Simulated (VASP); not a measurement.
Wanted: the native input for a VASP 6.6.1 run.

```yaml
Task: electrostatic potential
Functional: TPSS
Dispersion: TS
Potentials_or_basis: VASP PAW PBE potentials, release 54 (In_d)
Cutoff: 520 eV
k_mesh: 9 × 9 × 5
Occupations: methfessel-paxton, width 0.1 eV
Spin: no spin polarisation
Further_INCAR_settings: ALGO = Normal; EDIFF = 1e-07
```

The structure of In lies in POSCAR:

```
In
1.0
    3.3354847820      0.0000000000      0.0000000000
   -1.6677423910      2.8886145552      0.0000000000
    0.0000000000      0.0000000000      5.5091429200
In
2
Direct
    0.6666666667      0.3333333333      0.7500000000
    0.3333333333      0.6666666667      0.2500000000
```

This isn't the form of In at room conditions, which is tetragonal.

These files were run (other wordings do the same):

INCAR

```
SYSTEM = In
ALGO = Normal
EDIFF = 1E-7
ENCUT = 520
ISIF = 2
ISMEAR = 1
IVDW = 2
LASPH = .TRUE.
LCHARG = .TRUE.
LMIXTAU = .TRUE.
LREAL = .FALSE.
LVHAR = .TRUE.
LWAVE = .FALSE.
METAGGA = TPSS
NELM = 60
PREC = Accurate
SIGMA = 0.1
```

KPOINTS

```
k-points
0
G
  9 9 5
  0 0 0
```

Potentials or basis: VASP PAW PBE potentials, release 54 (In_d).

The run is started by

```console
$ cat potpaw_PBE.54/In_d/POTCAR > POTCAR
$ mpirun -np 1 vasp_std > vasp.out
```

Results of the run:

| Quantity | Value |
| --- | --- |
| Pressure | -3.2 GPa |
| Band gap on the k mesh | none (metal or under the smearing width) |
| Dispersion energy per atom | -0.501 eV |

Caveat: atom-pairwise D2, TS and ULG terms overbind metals; the PAW data sets were made with another functional, which shifts forces and pressure a little; pairwise dispersion overbinds metals, which lowers pressure and volume.

Wall time 3.3 min on 1 thread of Intel(R) Xeon(R) Platinum 8488C (Sapphire Rapids), with other jobs on the host, peak memory 0.19 GiB.
